GaSb looks wrong at first sight: revPBE gives 0.097 eV where 0.812 eV is measured, 88 % short relative to the measurement. In absolute terms the row is ordinary, since its error of −0.72 eV lies among those of the other crystals. Every computed gap here is too small by several tenths of an eV or more, and GaSb has the least gap to lose. What needs explaining is why a shortfall appears in all six crystals and why it is smallest in Si and largest in GaN.

ABINIT 10.8.3, Kohn-Sham DFT with revPBE for six semiconductor crystals at the given cells, without spin polarisation or spin-orbit coupling and with Fermi-Dirac smearing of 0.05 eV. The computed band gap is the lowest conduction level less the highest valence level on the listed k-mesh, whether direct or indirect.

| formula | space group | volume of the given cell (Å³/atom) | potentials or basis | wave cutoff (eV) | k-mesh | computed band gap (eV) | measured band gap (eV) | range of the values found (eV) | what was measured, and how | source | computed less measured (eV) |
| --- | --- | --- | --- | --- | --- | --- | --- | --- | --- | --- | --- |
| GaSb | F-43m | 28.62 | JTH-PAW-PBE-v2.0 | 462.6 | 8x8x8 | 0.097 | 0.812 | 0.68 to 0.813 | direct gap at T -> 0 K, Eg(0) from Varshni fit to temperature-dependen; temperature-dependent photoluminescence; bulk crystal | arXiv:cond-mat/0204296 (2002) | -0.72 |
| Si | Fd-3m | 20.16 | PseudoDojo-NC-SR-PBE-v0.4.1-standard | 489.8 | 8x8x8 | 0.676 | 1.11 | 1.1 to 1.1692 | indirect band gap at room temperature, quoted from a textbook; not stated; bulk crystal | arXiv:1709.02567 (2017) | -0.43 |
| GaAs | F-43m | 22.59 | JTH-PAW-PBE-v2.0 | 462.6 | 8x8x8 | 0.597 | 1.42 | 1.412 to 1.52 | band-edge photoluminescence emission energy of the GaAs substrate; time-integrated photoluminescence; bulk crystal | arXiv:1409.8467 (2014) | -0.82 |
| InP | F-43m | 25.17 | JTH-PAW-PBE-v2.0 | 544.2 | 8x8x8 | 0.793 | 1.42 | one value | experimental band gap used for comparison with the calculated gap; not stated; bulk crystal | arXiv:cond-mat/0006134 (2000) | -0.63 |
| CdSe | F-43m | 28.94 | JTH-PAW-PBE-v2.0 | 462.6 | 8x8x8 | 0.673 | 1.81 | one value | direct optical gap from Kubelka-Munk plot of [F(R)hv]^2 against photon; UV-vis diffuse reflectance; powder | pmc:3637069 (2013) | -1.14 |
| GaN | F-43m | 11.44 | JTH-PAW-PBE-v2.0 | 680.3 | 10x10x10 | 1.733 | 3.23 | one value | absorption onset (direct gap at Gamma) of unexcited film, from imagina; spectroscopic ellipsometry (steady-state; film | arXiv:2206.02223 (2022) | -1.50 |

**What happens.** The last column, computed less measured, is negative in every row, and it stays negative against the lowest value of each measured range. It runs from −0.43 eV in Si to −1.50 eV in GaN, so it is no fixed shift. It is no fixed fraction either, as computed over measured runs from 0.12 in GaSb to 0.61 in Si. The differences, ratios and orders quoted here are listed in the output after the text.

**Why the sign is negative.** The gap of a crystal is the cost $I$ of removing an electron less the gain $A$ on adding one. The computed column is something else, the difference of two Kohn-Sham levels, and theory relates the two by

$$E_g = I - A = (\varepsilon_\text{CBM} - \varepsilon_\text{VBM}) + \Delta_{xc},$$

where VBM and CBM are the top of the valence band and the bottom of the conduction band, and $\Delta_{xc}$ is the jump of the exchange-correlation potential when an electron is added. A semilocal functional depends smoothly on the local density and its gradient. One extra electron spread over a crystal changes that density infinitesimally, so $\Delta_{xc}$ vanishes, and incomplete cancellation of self-repulsion leaves occupied levels too high as well. The table agrees with this standard argument in sign, but with a single functional it cannot split the error into parts.

**Why it is largest in CdSe and GaN.** What the functional loses behaves like screened exchange, the attraction between an electron and its own exchange hole, weakened by the polarisation of the other electrons. It is large where the valence states are compact and the crystal screens poorly. That describes a polar crystal, whose valence band sits on the anion, and above all GaN with its tight N 2p shell. The rows follow this order in groups: GaSb, GaAs and InP average −0.72 eV, Si has 0.6 of that, CdSe 1.6 times and GaN 2.1 times. The pattern is carried by CdSe and GaN. Among the four narrower gaps it fails: InP, the most polar of the three middle compounds, has the smallest error of them, and GaSb is known to screen better than Si yet loses more. The small error of Si goes with its indirect transition, since its direct gap of 2.559 eV falls short of the recalled measured one by about as much as the middle group does.

The numbers show that pattern and leave its cause to theory. The shortfall ranks with a rough recalled electronegativity difference (rank correlation 0.90, helped by a tie that rounding makes between GaAs and InP) and with the measured gap itself (0.78), but those two rank with each other at 0.94. Polarity, wide gap and weak screening arrive together, and six crystals cannot pull them apart.

**The d shell adds to it.** In the CdSe run the Cd 4d levels at the zone centre lie 7.51 and 7.85 eV below the VBM, against roughly 10 eV as a recalled measured depth. The threefold d level shares its symmetry with the Se p states that form the VBM, so the two repel, the d level down and the VBM up. The run agrees with this, as the threefold level lies 0.34 eV below the twofold one, the reverse of the plain tetrahedral order, though direct hopping between Cd 4d shells on their face-centred lattice gives the same order at the zone centre and supplies part of it. A d shell placed too shallow repels too strongly and narrows the gap further, but only modestly. If the 0.34 eV is read as a repulsion that falls inversely with depth, moving the level from 7.85 to roughly 10 eV removes about a fifth of it, so the excess is of the order of a tenth of an eV or less. The same is known for Ga 3d in GaN but is untested here, and Si, which has no d shell and still falls short, shows that this is an addition to the main cause.

**One estimate: spin-orbit coupling.** These runs leave spin-orbit coupling out, while the measured gaps contain it. For a p-like VBM the term $\lambda\,\mathbf{L}\cdot\mathbf{S}$ shifts the $j=3/2$ level by $+\lambda/2$ and the $j=1/2$ level by $-\lambda$. Their splitting is $\Delta_0 = 3\lambda/2$, so the top rises by $\Delta_0/3$, while an s-like CBM stays in place:

$$E_g^\text{SO} \approx E_g - \Delta_0/3 .$$

The estimate has no adjustable constant and was applied to all six rows with rough recalled splittings.

For GaSb the recalled $\Delta_0$ is roughly 0.75 eV, so the shift is 0.25 eV and the gap becomes $0.097 - 0.25 = -0.15$ eV. A negative value means that the bands would overlap, and the rigid shift stops being quantitative there. The positive gap in the table thus exists only because the coupling is off, and the row flatters the functional. The run is marginal in other ways too: the gap is about twice the smearing width, the band edges are partly filled, and the cell is slightly longer than the recalled measured one, which lowers a direct gap of this kind by an amount comparable with the gap itself.

The shift grows with the weight of the anion, about 0.11 eV for GaAs and 0.14 eV for CdSe, and is near 0.01 eV for Si and GaN. It deepens every error and explains none of the shortfall. It also fails to repair the spread, since the computed step from GaAs up to GaN stays more than half an eV below the measured one. What it does is reshuffle the middle, bringing GaSb and GaAs almost level. The table has no run with the coupling, so the estimate itself is unchecked.

**Rows to read with care.** Si is the only indirect gap, with its direct gap 1.88 eV higher, so it is a different transition from the other five. The mesh samples the line from Γ to X at 0.75 of the way and at X, and the minimum is known to lie between, so 0.676 eV is an upper bound and the error is understated. Si is also the only row with a norm-conserving potential. Its computed gap and that of CdSe, 0.676 and 0.673 eV, are level within the error of the mesh, so their order means nothing. Its place above GaAs is the reverse of the measured order, by a margin that the mesh also enlarges; that the s-like zone-centre state of GaAs is placed especially low is a plausible reason, untested here.

The order InP, GaSb, GaAs rests on steps of about 0.1 eV. With the spin-orbit estimate GaSb and GaAs are level while InP stands 0.273 eV clear of GaAs, a gap these rows do not explain. The GaSb reference is extrapolated to zero temperature and the Si one is at room temperature, and GaAs taken at the top of its range would be off by −0.92 eV. The CdSe value is an optical gap of a powder, above the roughly 1.7 eV recalled for bulk, on a cell somewhat longer than the measured one, and both enlarge its error. With both references changed CdSe leads GaAs by only 0.10 eV. Temperature, zero-point motion and excitons usually lower a measured gap, so they hide error and do not create it.

**What to do.** A single correction does not rescue these gaps: adding the mean error of 0.87 eV would leave Si 0.44 eV too high and GaN 0.62 eV too low. Ranking needs care as well, because 3 of the 14 pairs with unequal measured gaps come out reversed, each involving Si or CdSe, though the pair of Si with CdSe is a tie within the error of the mesh. The order GaN above GaAs above GaSb, one cation with ever larger anions, does survive, but one series does not show that others would.

Relaxing the cells is no cure. All six are under compression in revPBE, from 1.7 GPa in Si to 8.5 GPa in GaN (the cutoff is short for stress in InP, CdSe and GaN, and the potentials were built for PBE). Expansion is known to lower a direct gap of this kind, so relaxation would move five rows further from measurement. Before judging the functional, switch on spin-orbit coupling for As, Se and Sb, locate an indirect minimum on a band path, and match the temperature of the reference. For the gap itself use a method with nonlocal screened exchange, a hybrid functional or GW.

Numerical output:

```
crystal: computed, measured, error (eV); ratio; missing %; error against lowest / highest measured value (eV)
  GaSb  0.097 0.812 -0.715; 0.119; 88 %; -0.583 / -0.716
  Si    0.676 1.110 -0.434; 0.609; 39 %; -0.424 / -0.493
  GaAs  0.597 1.420 -0.823; 0.420; 58 %; -0.815 / -0.923
  InP   0.793 1.420 -0.627; 0.558; 44 %; -0.627 / -0.627
  CdSe  0.673 1.810 -1.137; 0.372; 63 %; -1.137 / -1.137
  GaN   1.733 3.230 -1.497; 0.537; 46 %; -1.497 / -1.497
rounding of measured gaps and errors about 0.005 eV; largest departure from the listed error 0.005 eV
mean error -0.872 eV, from -0.434 to -1.497; mean ratio 0.44, from 0.12 to 0.61
error less mean error (eV): GaSb +0.16, Si +0.44, GaAs +0.05, InP +0.25, CdSe -0.26, GaN -0.62
steps in shortfall, small to large (eV): Si->InP 0.193, InP->GaSb 0.088, GaSb->GaAs 0.108, GaAs->CdSe 0.314, CdSe->GaN 0.360
computed order: GaSb < GaAs < CdSe < Si < InP < GaN
pairs in the wrong order: 3 of 14 with unequal measured gaps: Si/GaAs, Si/CdSe, InP/CdSe
InP less GaAs: computed +0.196 eV, measured +0.000 eV
mean error of GaSb, GaAs, InP -0.722 eV; Si 0.60, CdSe 1.58, GaN 2.07 times that
rank correlation of shortfall with measured gap 0.78, with electronegativity difference 0.90
rank correlation of measured gap with electronegativity difference 0.94; of ratio with it -0.20
crystal: cubic a, bond (A); pressure (GPa); rough electronegativity difference; rough Delta0/3, gap and error after it (eV)
  GaSb  6.118 2.649; 3.3; 0.2; 0.25 -0.15 -0.97
  Si    5.443 2.357; 1.7; 0.0; 0.01 +0.66 -0.45
  GaAs  5.654 2.448; 4.7; 0.4; 0.11 +0.48 -0.94
  InP   5.861 2.538; 4.2; 0.4; 0.04 +0.76 -0.66
  CdSe  6.140 2.659; 2.5; 0.9; 0.14 +0.53 -1.28
  GaN   4.506 1.951; 8.5; 1.2; 0.01 +1.73 -1.50
with the rough spin-orbit shift: mean error -0.97 eV; steps (eV): Si->InP 0.215, InP->GaAs 0.273, GaAs->GaSb 0.029, GaSb->CdSe 0.312, CdSe->GaN 0.226
GaN less GaAs: computed 1.136, with rough spin-orbit 1.24, measured 1.810 eV
GaAs less GaSb: computed 0.500, with rough spin-orbit 0.64, measured 0.608 eV
CdSe error against rough recalled bulk 1.7 eV: -1.03 eV; beyond GaAs at its highest value by 0.10 eV
GaSb gap / smearing width = 1.94
GaSb: CBM less Fermi 0.009 eV; electrons in CBM 0.9145 of 2; holes per VBM level 0.2914, times 3 = 0.8742; at weight 1/512: 0.00179 e per cell
CdSe: CBM less Fermi 0.296 eV; electrons in CBM 0.0053 of 2; holes per VBM level 0.0011, times 3 = 0.0032; at weight 1/512: 0.00001 e per cell
Si conduction band above VBM at 0.25, 0.5, 0.75 of Gamma-X (eV): 2.029, 1.174, 0.676
Si at Gamma: threefold level 2.559 eV, single level 3.270 eV; direct less indirect 1.883 eV
CdSe Cd 4d below VBM at Gamma: threefold 7.85 eV, twofold 7.51 eV; threefold lower by 0.34 eV
```
